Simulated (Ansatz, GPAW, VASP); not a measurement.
**Ca: programs and potentials compared**

```
Ca
1.0
     0.00000    2.79420    2.79420
     2.79420    0.00000    2.79420
     2.79420    2.79420    0.00000
Ca
1
Direct
  0.00000 0.00000 0.00000
```

Alike in all runs: task single point; functional PBE; k mesh 8 × 8 × 8; occupations gaussian, width 0.1 eV; no spin polarisation; no spin-orbit coupling. Pressure is positive in compression and, in plane waves, holds the error of the finite cutoff, which Ansatz's Pulay term estimates and takes out.

```
                        program and potentials  plane-wave cutoff (eV)  notes  band gap (eV)  pressure (GPa)
                            Ansatz, Ansatz PAW                     420      -         no gap           -0.56
             VASP, PBE PAW files Ca_sv, 520 eV                     520      -         no gap           -0.56
    GPAW, GPAW PAW data sets (gpaw-data 1.2.1)                     600      -         no gap           -0.52
Ansatz, all-electron LAPW, scalar-relativistic                       -      -         no gap           -0.56
```

None finds a gap. The pressure spans -0.56 (Ansatz, Ansatz PAW) to -0.52 GPa (GPAW, GPAW PAW data sets (gpaw-data 1.2.1)), with all-electron results at -0.56.

The functional is the same throughout but for its coding, so the spread measures potentials, basis and numerics; runs on potential files found faulty are left out.
